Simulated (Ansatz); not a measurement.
## Hf: the change of pressure with volume per atom

Periodic Kohn-Sham DFT of a crystal at fixed atoms; pressure and stress are positive in compression; the energy is the free energy less that of spherical unpolarised free atoms; site moments are those in the method's own spheres, positive along +z. The results are calculated, by Ansatz 0.2.0.

Cell of the first row (space group Im-3m, No. 229):
```
CELL_PARAMETERS angstrom
-1.73770 1.73770 1.73770
1.73770 -1.73770 1.73770
1.73770 1.73770 -1.73770
ATOMIC_POSITIONS crystal
Hf 0.00000 0.00000 0.00000
```

Settings of every row: method frozen-core PAW; functional PBE; relativity scalar; k mesh 16x16x16; filling fermi-dirac; smearing width 0.08 eV; wave cutoff 420 eV; paw set soft_2.

Atom start moment: 0 on all atoms.

Limits: no spin-orbit coupling on heavy atoms; the cell comes from a prototype or a list of computed structures and needn't be the stable phase.

```
row  volume per atom (Å³)  pressure (GPa)
  1                20.989           6.733
  2                 21.87           2.069
  3                22.317               ?
  4                22.763          -1.901
  5                23.655          -5.243
```

Question: what pressure should row 3 give?

Worked fit of pressure. Take u = (V_r/V)^(2/3) − 1 with V_r = 22.317 Å³ an atom, which is twice the finite (Eulerian) strain; such expansions in the strain, on which the Birch-Murnaghan equation of state is built, carry the rest volume and the bulk modulus. The shown rows have u = 0.04175, 0.01358, -0.01311, -0.03807. Least squares give pressure = −0.0042 + 148.908 × u + 297.77 × u² GPa; a straight line predicts inner rows, each left out in turn, worse (root mean square 0.3 against 0.009 GPa). The rows lie off it by 0.001, -0.004, 0.004, -0.001. The pressure vanishes at u = 0.0000, or V = 22.32 Å³ an atom, and there the bulk modulus at fixed shape and fractions is B = −V dP/dV = (2/3)(1 + u) dP/du = 99.3 GPa. The withheld row has u = 0, so the fit gives −0.0042 + 148.908 × (0) + 297.77 × (0)² = -0.004 GPa.

The calculation gave -0.002 GPa. The fit lies 0.002 GPa (100 % of the value, 0.017 % of the column's range) below it; its largest miss of a shown row is 0.004 GPa.
